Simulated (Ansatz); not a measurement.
# Residual resistivity of an alloy: Nb(100) with 4 layers of random Nb-Ir, 2x2

How strongly does chemical disorder scatter in Nb(100) with 4 layers of random Nb-Ir, 2x2?

Method: Ansatz plane-wave DFT, PBE, PAW files; ballistic transport by layer matching (Landauer), zero bias; PAW set soft_1, in Ansatz 0.2.0.

## (1) Set-up

The cell holds 56 atoms: 52 Nb and 4 Ir. Its edges and angles: a = 6.613 Å, b = 6.613 Å, c = 23.144 Å, α = 90.0°, β = 90.0°, γ = 90.0°. It derives from Nb. Regions: lead, 40 atoms (40 Nb); scattering region, 16 atoms (4 Ir and 12 Nb). The structure is stacked along c, and the current runs across the ab planes.

## (2) With 4 alloy layers

In 4 layers a share of 0.25 of the sites is given to Ir at random. The layers about the cell's end stay perfect and serve as the lead. Disorder leaves little or no symmetry, which makes such runs dear. Energies from -0.05 to 0.05 eV in steps of 0.05 eV are too few for the program's thermal sum, so it prints no conductance; for a metal the transmission near the Fermi level serves, at a fraction of the cost.

input.yaml reads:

```yaml
crystal:
  lattice:
    - [6.6126, 0.0, 0.0]
    - [0.0, 6.6126, 0.0]
    - [0.0, 0.0, 23.1441]
  atoms:
    - { symbol: Nb, position: [0.0, 0.0, 0.0357142857] }
    - { symbol: Nb, position: [0.0, 0.5, 0.0357142857] }
    - { symbol: Nb, position: [0.5, 0.0, 0.0357142857] }
    - { symbol: Nb, position: [0.5, 0.5, 0.0357142857] }
    - { symbol: Nb, position: [0.25, 0.25, 0.1071428571] }
    - { symbol: Nb, position: [0.25, 0.75, 0.1071428571] }
    - { symbol: Nb, position: [0.75, 0.25, 0.1071428571] }
    - { symbol: Nb, position: [0.75, 0.75, 0.1071428571] }
    - { symbol: Nb, position: [0.0, 0.0, 0.1785714286] }
    - { symbol: Nb, position: [0.0, 0.5, 0.1785714286] }
    - { symbol: Nb, position: [0.5, 0.0, 0.1785714286] }
    - { symbol: Nb, position: [0.5, 0.5, 0.1785714286] }
    - { symbol: Nb, position: [0.25, 0.25, 0.25] }
    - { symbol: Nb, position: [0.25, 0.75, 0.25] }
    - { symbol: Nb, position: [0.75, 0.25, 0.25] }
    - { symbol: Nb, position: [0.75, 0.75, 0.25] }
    - { symbol: Nb, position: [0.0, 0.0, 0.3214285714] }
    - { symbol: Nb, position: [0.0, 0.5, 0.3214285714] }
    - { symbol: Nb, position: [0.5, 0.0, 0.3214285714] }
    - { symbol: Nb, position: [0.5, 0.5, 0.3214285714] }
    - { symbol: Ir, position: [0.25, 0.25, 0.3928571429] }
    - { symbol: Nb, position: [0.25, 0.75, 0.3928571429] }
    - { symbol: Nb, position: [0.75, 0.25, 0.3928571429] }
    - { symbol: Nb, position: [0.75, 0.75, 0.3928571429] }
    - { symbol: Nb, position: [0.0, 0.0, 0.4642857143] }
    - { symbol: Nb, position: [0.0, 0.5, 0.4642857143] }
    - { symbol: Ir, position: [0.5, 0.0, 0.4642857143] }
    - { symbol: Nb, position: [0.5, 0.5, 0.4642857143] }
    - { symbol: Nb, position: [0.25, 0.25, 0.5357142857] }
    - { symbol: Nb, position: [0.25, 0.75, 0.5357142857] }
    - { symbol: Nb, position: [0.75, 0.25, 0.5357142857] }
    - { symbol: Nb, position: [0.75, 0.75, 0.5357142857] }
    - { symbol: Ir, position: [0.0, 0.0, 0.6071428571] }
    - { symbol: Nb, position: [0.0, 0.5, 0.6071428571] }
    - { symbol: Nb, position: [0.5, 0.0, 0.6071428571] }
    - { symbol: Ir, position: [0.5, 0.5, 0.6071428571] }
    - { symbol: Nb, position: [0.25, 0.25, 0.6785714286] }
    - { symbol: Nb, position: [0.25, 0.75, 0.6785714286] }
    - { symbol: Nb, position: [0.75, 0.25, 0.6785714286] }
    - { symbol: Nb, position: [0.75, 0.75, 0.6785714286] }
    - { symbol: Nb, position: [0.0, 0.0, 0.75] }
    - { symbol: Nb, position: [0.0, 0.5, 0.75] }
    - { symbol: Nb, position: [0.5, 0.0, 0.75] }
    - { symbol: Nb, position: [0.5, 0.5, 0.75] }
    - { symbol: Nb, position: [0.25, 0.25, 0.8214285714] }
    - { symbol: Nb, position: [0.25, 0.75, 0.8214285714] }
    - { symbol: Nb, position: [0.75, 0.25, 0.8214285714] }
    - { symbol: Nb, position: [0.75, 0.75, 0.8214285714] }
    - { symbol: Nb, position: [0.0, 0.0, 0.8928571429] }
    - { symbol: Nb, position: [0.0, 0.5, 0.8928571429] }
    - { symbol: Nb, position: [0.5, 0.0, 0.8928571429] }
    - { symbol: Nb, position: [0.5, 0.5, 0.8928571429] }
    - { symbol: Nb, position: [0.25, 0.25, 0.9642857143] }
    - { symbol: Nb, position: [0.25, 0.75, 0.9642857143] }
    - { symbol: Nb, position: [0.75, 0.25, 0.9642857143] }
    - { symbol: Nb, position: [0.75, 0.75, 0.9642857143] }
kpoints:
  mp_grid: { grid: [4, 4, 1] }
hamiltonian:
  xc: pbe
  pseudopotentials: { kind: paw, azcp: { folder: soft_1 } }
scf:
  occupations: { method: fermi_dirac, width: 0.1 }
output:
  transmission: { leads: [[0, 4]], kmesh: [8, 8], e_range: [-0.05, 0.05], de: 0.05 }
  write_potential: true
  write_density: true
  volumetric_format: npy
```

Launch:

```console
$ ansatz run input.yaml --threads 4 --pin off --max-ram 15360MiB --backend cpu --events-out ev --progress --plain --runs-dir out
```

Numbers of over 12 decimals in the logs are rounded to 6 here.

Log:

```text
Engine: ansatz 0.2.0, aarch64-unknown-linux-gnu
Pseudopotentials: kind: paw
Pseudopotential: Nb, paw, valence charge 13, recommended cutoff 420 eV (normal), soft_1/Nb.paw.azcp
Pseudopotential: Ir, paw, valence charge 17, recommended cutoff 420 eV (normal), soft_1/Ir.paw.azcp
Functional definition: PBE
  parameter kappa = 0.804
  parameter beta = 0.066725
  exchange = pbe_x(kappa = kappa, mu = beta*pi^2/3)
  correlation = pbe_c(beta = beta)
Crystal: 56 atoms, lattice volume = 1012.010 Å³
Basis set: ecut = 420 eV, 19757 PW (Γ)
Bands: 447, of which v1, the nominal top of the filled ones, is band 372 counted from 1 (371 counted from 0)
Symmetry: 2 space group operations
Space group: Cm (ITA 8), of the structure as read, at distance tolerance 1.0e-4 Å
k-points: 7 of 16 (time reversal used)
Non-local potential: Nb, projectors of the file, l = 0: 3, l = 1: 2, l = 2: 2, l = 3: 1
Non-local potential: Ir, projectors of the file, l = 0: 3, l = 1: 2, l = 2: 2, l = 3: 1
PAW form: soft (Blöchl's): semilocal exchange-correlation on the pseudo side does not see the compensation charge
PAW one-centre angular grid: Nb, 590 points (default); XC on 64 Gauss nodes
PAW one-centre angular grid: Ir, 590 points (default); XC on 64 Gauss nodes
Initial density: superposition of atomic densities (chi_scale 0.1, normalization cell, long waves of neutral atoms (reshape's long-wave potential 5.25 eV rms, cloud 3.05 Å wide))
Initial wavefunctions: pseudopotential atomic-orbital guess
Functional: x = pbe(κ = 0.804, μ = 0.219515), c = pbe(β = 0.066725)
SCF iter   1: F=—  HF=-284523.950060 eV  |F-HF|=—  |Δ(HF+E_count)|=         —  Δρ=1.19e-1  dr2=1.30e3  ethr=3.10e-3  ⟨swp⟩=6.7  Hψ=10972  notcnv=0  defer=8
preconditioner: auto → Kerker (q_TF=auto, 2.592 Å⁻¹)  [metal: Δε(μ)=0.017 eV  Ē_g=3.965 eV  σ=0.100 eV  W_gap=0.04  n_scr=294 (ndim 8)  ℏωp=20.1 eV  f_vac=0.000  D(μ)=53.00/eV (n_scr^D=514)]
SCF iter   2: F=—  HF=-284488.992291 eV  |F-HF|=—  |Δ(HF+E_count)|=    3.50e1  Δρ=6.42e-2  dr2=3.98e2  ethr=3.10e-3  ⟨swp⟩=3.1  Hψ=6657  notcnv=0  defer=32
SCF iter   3: F=—  HF=-284474.824108 eV  |F-HF|=—  |Δ(HF+E_count)|=    1.42e1  Δρ=1.03e-2  dr2=1.04e1  ethr=3.10e-3  ⟨swp⟩=6.0  Hψ=10474  notcnv=0  defer=27
SCF iter   4: F=—  HF=-284474.492036 eV  |F-HF|=—  |Δ(HF+E_count)|=   3.32e-1  Δρ=2.64e-3  dr2=2.64e-1  ethr=1.40e-3  ⟨swp⟩=4.1  Hψ=3966  notcnv=0  defer=10
SCF iter   5: F=—  HF=-284474.485069 eV  |F-HF|=—  |Δ(HF+E_count)|=   6.97e-3  Δρ=8.96e-4  dr2=8.69e-2  ethr=3.54e-5  ⟨swp⟩=3.1  Hψ=5462  notcnv=0
SCF iter   6: F=—  HF=-284474.480473 eV  |F-HF|=—  |Δ(HF+E_count)|=   4.60e-3  Δρ=2.31e-4  dr2=5.97e-3  ethr=1.17e-5  ⟨swp⟩=1.3  Hψ=3131  notcnv=0
SCF iter   7: F=—  HF=-284474.480284 eV  |F-HF|=—  |Δ(HF+E_count)|=   1.90e-4  Δρ=4.90e-5  dr2=1.07e-4  ethr=8.02e-7  ⟨swp⟩=1.9  Hψ=3214  notcnv=0
SCF iter   8: F=—  HF=-284474.480294 eV  |F-HF|=—  |Δ(HF+E_count)|=   1.02e-5  Δρ=9.18e-6  dr2=1.68e-6  ethr=1.44e-8  ⟨swp⟩=2.0  Hψ=4390  notcnv=0
SCF iter   9: F=—  HF=-284474.479583 eV  |F-HF|=—  |Δ(HF+E_count)|=   7.11e-4  Δρ=1.88e-6  dr2=6.92e-8  ethr=1.34e-11  ⟨swp⟩=11.6  Hψ=11587  notcnv=0
SCF iter  10: F=-284474.479583 eV  HF=-284474.479583 eV  |F-HF|=5.47e-9  |Δ(HF+E_count)|=   4.77e-9  Δρ=3.61e-7  dr2=6.39e-9  ethr=9.29e-12  ⟨swp⟩=1.0  Hψ=8640  notcnv=0
SCF 1 converged in 10 iterations: F = -284474.479583 eV  dr2 = 6.39e-9
  greatest PAW one-centre occupation: 1.000 electrons in one spin orbital (limit 2), on the Ir atom at site 35 (counted from 0), in its partial waves of l = 0
transmission: 90 of 882 steps passed
transmission: 180 of 882 steps passed
[...]
transmission: 882 of 882 steps passed
SCF converged after 10 iterations
Free energy (F): -284474.479583 eV
Harris-Foulkes:  -284474.479583 eV  (|F-HF|=5.47e-9)
Internal energy: -284472.459347 eV  (E = F + TS)
E sigma→0 (E₀):  -284473.469465 eV
Entropy (-TS):   -2.020237 eV (-36.076 meV/atom)
Fermi energy:    17.913066 eV
--- Per-component energies (eV) ---
  E_band       = -4324.296789
  E_kinetic    = 21529.058346
  E_local      = -40591.119907  (includes V_loc(G=0)·N_el)
  E_nonlocal   = 5683.170051
  E_hartree    = 13873.047414
  E_xc         = -9532.640989
  E_vxc        = -11452.201915  (∫ρ·V_xc dr)
  E_paw        = -197329.331343  (= ΣΔE_a)
  E_vpaw       = -7239.304105  (= ΣTr[D̂ρ^β])
  E_aug_tail   = 0.003434  (compensation charges beyond the density's cutoff)
  E_ewald      = -78104.646352
  E_smearing   = -2.020237  (= −TS)
  E_closure    = -0.000000  (closes the sum)
  Σ components = -284474.479583   (vs F -284474.479583, Δ=0.00e0)
--- Band table (eV; the first three rows and the last of 7) ---
  k-point 0: bands = [... 368 lower, 18.2533, 18.2536, 18.2820, 18.3350, 18.3460, 18.3580, 18.3640, 18.4104, ... 71 higher]
  k-point 1: bands = [... 368 lower, 18.0728, 18.1064, 18.1541, 18.1763, 18.1861, 18.2256, 18.2522, 18.3214, ... 71 higher]
  k-point 2: bands = [... 368 lower, 17.8363, 17.8508, 17.8619, 17.8713, 17.9085, 17.9791, 18.0181, 18.0364, ... 71 higher]
  k-point 6: bands = [... 368 lower, 17.1975, 17.2418, 17.2684, 17.2795, 17.3372, 17.3541, 17.3618, 17.3672, ... 71 higher]
--- Transmission ---
  basis      : 385 plane waves across, 42 finite elements along
  points     : 21, standing for a mesh of 8 x 8
  energies   : 3 from -0.050000 to 0.050000 eV about the Fermi level, 0.050000 eV apart; the leads are filled to 0.000000 eV, and channels, transmission and decay are at 0.000000 eV
  crystal 0  : Nb4, at the sites [0, 4], period 1.6531 Å, over 16.53 Å; its Hamiltonian steps by up to 13.0 meV
    offset         : up to 0.0000 Å between an atom of the period and one for which it stands
    channels       : 1.085938e1 a spin
    conductance    : none, the energies end too early or step too widely for 300 K: set another output.transmission.e_range or a lower de, or, where they end at an eighth of basis.ecutwfc, a higher one
  junction   : crystal 0 to crystal 0, 0.70 to 22.19 Å
    transmission   : 4.524454e0 a spin
    conductance    : none, the energies end too early or step too widely for 300 K: set another output.transmission.e_range or a lower de, or, where they end at an eighth of basis.ecutwfc, a higher one
```

The job ended after 13 min (4 threads of Arm Neoverse V1, shared host; peak memory 8.2 GiB; 45 min of CPU time).

Numbers from this step:

```
free energy                                    : -284474.4796 eV
energy at zero smearing                        : -284473.4695 eV
Fermi energy                                   : 17.91 eV
cell area                                      : 43.73 Å²
transmission per spin nearest the Fermi level  : 4.524
open channels per spin nearest the Fermi level : 10.86
step of the lead's potential                   : 13 meV
```

Per spin. Transmission, zone mean against energy, zero at the Fermi level:

```
energy (eV)  transmission, zone mean
    -0.0500                     4.73
     0.0000                     4.52
     0.0500                     4.41
```

Per spin. Open channels, zone mean, lead against energy, zero at the Fermi level:

| energy (eV) | open channels, zone mean, lead |
| --- | --- |
| -0.0500 | 11.7 |
| 0.0000 | 10.9 |
| 0.0500 | 10.4 |

Transmission over k1 and k2. At 0.0000 eV from the Fermi level.

Values, 8 rows by 8 columns:
```
2.35 2.58 3.21 4.51 5.32 4.51 3.29 2.50
2.25 3.21 4.96 5.89 6.53 6.13 5.01 3.29
3.70 4.51 5.89 6.17 6.12 6.11 6.13 4.51
5.11 5.32 6.53 6.12 6.74 6.12 6.53 5.32
3.70 4.51 6.13 6.11 6.12 6.17 5.89 4.51
2.25 3.29 5.01 6.13 6.53 5.89 4.96 3.21
2.35 2.50 3.29 4.51 5.32 4.51 3.21 2.58
2.75 2.35 2.25 3.70 5.11 3.70 2.25 2.35
```
Columns: k1 (b1) from -0.5 to 0.375; rows upwards: k2 (b2) from -0.5 to 0.375.

Open channels over k1 and k2. At 0.0000 eV from the Fermi level.

Ten even steps from '_' (4.0) to '@' (14.0):
```
__++++@@@@@@++++
**++**%%@@%%**++
**@@%%######%%@@
@@@@@@######@@@@
**@@%%######%%@@
**++**%%@@%%**++
__++++@@@@@@++++
____****@@****__
```
Columns: k1 (b1) from -0.5 to 0.375; rows upwards: k2 (b2) from -0.5 to 0.375.

Over the solved energies the transmission per spin lies between 4.41 and 4.73, out of 11.0 channels of the lead on average (up to 11.7).

## (3) With 8 alloy layers

In 8 layers a share of 0.25 of the sites is given to Ir at random. A fresh draw is used; the growth of the resistance with length is what counts.

System of this step: Nb(100) with 8 layers of random Nb-Ir, 2x2. The cell holds 72 atoms: 64 Nb and 8 Ir. Its edges and angles: a = 6.613 Å, b = 6.613 Å, c = 29.757 Å, α = 90.0°, β = 90.0°, γ = 90.0°. It derives from Nb. Regions: lead, 40 atoms (40 Nb); scattering region, 32 atoms (24 Nb and 8 Ir). The structure is stacked along c, and the current runs across the ab planes.

input.yaml reads:

```yaml
crystal:
  lattice:
    - [6.6126, 0.0, 0.0]
    - [0.0, 6.6126, 0.0]
    - [0.0, 0.0, 29.7567]
  atoms:
    - { symbol: Nb, position: [0.0, 0.0, 0.0277777778] }
    - { symbol: Nb, position: [0.0, 0.5, 0.0277777778] }
    - { symbol: Nb, position: [0.5, 0.0, 0.0277777778] }
    - { symbol: Nb, position: [0.5, 0.5, 0.0277777778] }
    - { symbol: Nb, position: [0.25, 0.25, 0.0833333333] }
    - { symbol: Nb, position: [0.25, 0.75, 0.0833333333] }
    - { symbol: Nb, position: [0.75, 0.25, 0.0833333333] }
    - { symbol: Nb, position: [0.75, 0.75, 0.0833333333] }
    - { symbol: Nb, position: [0.0, 0.0, 0.1388888889] }
    - { symbol: Nb, position: [0.0, 0.5, 0.1388888889] }
    - { symbol: Nb, position: [0.5, 0.0, 0.1388888889] }
    - { symbol: Nb, position: [0.5, 0.5, 0.1388888889] }
    - { symbol: Nb, position: [0.25, 0.25, 0.1944444444] }
    - { symbol: Nb, position: [0.25, 0.75, 0.1944444444] }
    - { symbol: Nb, position: [0.75, 0.25, 0.1944444444] }
    - { symbol: Nb, position: [0.75, 0.75, 0.1944444444] }
    - { symbol: Nb, position: [0.0, 0.0, 0.25] }
    - { symbol: Nb, position: [0.0, 0.5, 0.25] }
    - { symbol: Nb, position: [0.5, 0.0, 0.25] }
    - { symbol: Nb, position: [0.5, 0.5, 0.25] }
    - { symbol: Nb, position: [0.25, 0.25, 0.3055555556] }
    - { symbol: Nb, position: [0.25, 0.75, 0.3055555556] }
    - { symbol: Nb, position: [0.75, 0.25, 0.3055555556] }
    - { symbol: Nb, position: [0.75, 0.75, 0.3055555556] }
    - { symbol: Nb, position: [0.0, 0.0, 0.3611111111] }
    - { symbol: Nb, position: [0.0, 0.5, 0.3611111111] }
    - { symbol: Nb, position: [0.5, 0.0, 0.3611111111] }
    - { symbol: Nb, position: [0.5, 0.5, 0.3611111111] }
    - { symbol: Nb, position: [0.25, 0.25, 0.4166666667] }
    - { symbol: Ir, position: [0.25, 0.75, 0.4166666667] }
    - { symbol: Nb, position: [0.75, 0.25, 0.4166666667] }
    - { symbol: Nb, position: [0.75, 0.75, 0.4166666667] }
    - { symbol: Ir, position: [0.0, 0.0, 0.4722222222] }
    - { symbol: Nb, position: [0.0, 0.5, 0.4722222222] }
    - { symbol: Nb, position: [0.5, 0.0, 0.4722222222] }
    - { symbol: Ir, position: [0.5, 0.5, 0.4722222222] }
    - { symbol: Ir, position: [0.25, 0.25, 0.5277777778] }
    - { symbol: Nb, position: [0.25, 0.75, 0.5277777778] }
    - { symbol: Nb, position: [0.75, 0.25, 0.5277777778] }
    - { symbol: Nb, position: [0.75, 0.75, 0.5277777778] }
    - { symbol: Nb, position: [0.0, 0.0, 0.5833333333] }
    - { symbol: Nb, position: [0.0, 0.5, 0.5833333333] }
    - { symbol: Nb, position: [0.5, 0.0, 0.5833333333] }
    - { symbol: Nb, position: [0.5, 0.5, 0.5833333333] }
    - { symbol: Nb, position: [0.25, 0.25, 0.6388888889] }
    - { symbol: Ir, position: [0.25, 0.75, 0.6388888889] }
    - { symbol: Nb, position: [0.75, 0.25, 0.6388888889] }
    - { symbol: Nb, position: [0.75, 0.75, 0.6388888889] }
    - { symbol: Ir, position: [0.0, 0.0, 0.6944444444] }
    - { symbol: Nb, position: [0.0, 0.5, 0.6944444444] }
    - { symbol: Ir, position: [0.5, 0.0, 0.6944444444] }
    - { symbol: Ir, position: [0.5, 0.5, 0.6944444444] }
    - { symbol: Nb, position: [0.25, 0.25, 0.75] }
    - { symbol: Nb, position: [0.25, 0.75, 0.75] }
    - { symbol: Nb, position: [0.75, 0.25, 0.75] }
    - { symbol: Nb, position: [0.75, 0.75, 0.75] }
    - { symbol: Nb, position: [0.0, 0.0, 0.8055555556] }
    - { symbol: Nb, position: [0.0, 0.5, 0.8055555556] }
    - { symbol: Nb, position: [0.5, 0.0, 0.8055555556] }
    - { symbol: Nb, position: [0.5, 0.5, 0.8055555556] }
    - { symbol: Nb, position: [0.25, 0.25, 0.8611111111] }
    - { symbol: Nb, position: [0.25, 0.75, 0.8611111111] }
    - { symbol: Nb, position: [0.75, 0.25, 0.8611111111] }
    - { symbol: Nb, position: [0.75, 0.75, 0.8611111111] }
    - { symbol: Nb, position: [0.0, 0.0, 0.9166666667] }
    - { symbol: Nb, position: [0.0, 0.5, 0.9166666667] }
    - { symbol: Nb, position: [0.5, 0.0, 0.9166666667] }
    - { symbol: Nb, position: [0.5, 0.5, 0.9166666667] }
    - { symbol: Nb, position: [0.25, 0.25, 0.9722222222] }
    - { symbol: Nb, position: [0.25, 0.75, 0.9722222222] }
    - { symbol: Nb, position: [0.75, 0.25, 0.9722222222] }
    - { symbol: Nb, position: [0.75, 0.75, 0.9722222222] }
kpoints:
  mp_grid: { grid: [4, 4, 1] }
hamiltonian:
  xc: pbe
  pseudopotentials: { kind: paw, azcp: { folder: soft_1 } }
scf:
  occupations: { method: fermi_dirac, width: 0.1 }
output:
  transmission: { leads: [[0, 4]], kmesh: [8, 8], e_range: [-0.05, 0.05], de: 0.05 }
  write_potential: true
  write_density: true
  volumetric_format: npy
```

Log:

```text
[...]
Crystal: 72 atoms, lattice volume = 1301.156 Å³
Basis set: ecut = 420 eV, 25467 PW (Γ)
Bands: 581, of which v1, the nominal top of the filled ones, is band 484 counted from 1 (483 counted from 0)
Symmetry: 1 space group operations
[...]
k-points: 10 of 16 (time reversal used)
[...]
SCF iter   1: F=—  HF=-386941.889574 eV  |F-HF|=—  |Δ(HF+E_count)|=         —  Δρ=1.44e-1  dr2=3.70e3  ethr=3.10e-3  ⟨swp⟩=5.3  Hψ=18979  notcnv=0  defer=4
[...]
SCF iter  11: F=-386851.256282 eV  HF=-386851.256282 eV  |F-HF|=6.34e-9  |Δ(HF+E_count)|=   7.80e-9  Δρ=3.90e-7  dr2=7.44e-9  ethr=1.03e-11  ⟨swp⟩=11.0  Hψ=16214  notcnv=0
SCF 1 converged in 11 iterations: F = -386851.256282 eV  dr2 = 7.44e-9
[...]
transmission: 192 of 1870 steps passed
transmission: 375 of 1870 steps passed
[...]
transmission: 1870 of 1870 steps passed
SCF converged after 11 iterations
Free energy (F): -386851.256282 eV
[...]
Internal energy: -386848.512556 eV  (E = F + TS)
E sigma→0 (E₀):  -386849.884419 eV
Entropy (-TS):   -2.743726 eV (-38.107 meV/atom)
Fermi energy:    18.006424 eV
[...]
--- Band table (eV; the first three rows and the last of 10) ---
  k-point 0: bands = [... 480 lower, 18.3577, 18.3625, 18.3724, 18.3774, 18.3997, 18.4035, 18.4153, 18.4283, ... 93 higher]
  k-point 1: bands = [... 480 lower, 18.1381, 18.1538, 18.1749, 18.1907, 18.2122, 18.2412, 18.2717, 18.2783, ... 93 higher]
  k-point 2: bands = [... 480 lower, 17.9424, 17.9431, 17.9470, 17.9547, 17.9689, 17.9924, 18.0222, 18.0337, ... 93 higher]
  k-point 9: bands = [... 480 lower, 17.3756, 17.3906, 17.4700, 17.4855, 17.4933, 17.4962, 17.5038, 17.5125, ... 93 higher]
--- Transmission ---
  basis      : 385 plane waves across, 55 finite elements along
  points     : 34, standing for a mesh of 8 x 8
[...]
channels       : 1.085938e1 a spin
[...]
junction   : crystal 0 to crystal 0, 2.35 to 30.45 Å
    transmission   : 3.479953e0 a spin
[...]
```

The job ended after 30 min (4 threads; peak memory 8.5 GiB; 1.7 h of CPU time).

Numbers from this step:

- free energy: -386851.2563 eV
- energy at zero smearing: -386849.8844 eV
- Fermi energy: 18.01 eV
- transmission per spin nearest the Fermi level: 3.480
- step of the lead's potential: 3.3 meV

Per spin. The transmission, zone mean by energy, zero at the Fermi level:

| energy (eV) | transmission, zone mean |
| --- | --- |
| -0.0500 | 3.54 |
| 0.0000 | 3.48 |
| 0.0500 | 3.46 |

Over the solved energies the transmission per spin lies between 3.46 and 3.54, out of 10.9 channels of the lead on average (up to 11.7).

(Continued in part 2 of 2.)

[Logs are printed without paths, hosts, clocks, repeated set-up lines and the standing remarks that a program may print on its own settings, such as how far it seeks lower states.]

[Hosts, paths, dates, database ids (printed as entryN), source tags and the programs' standing remarks are cut or masked in the printed files.]
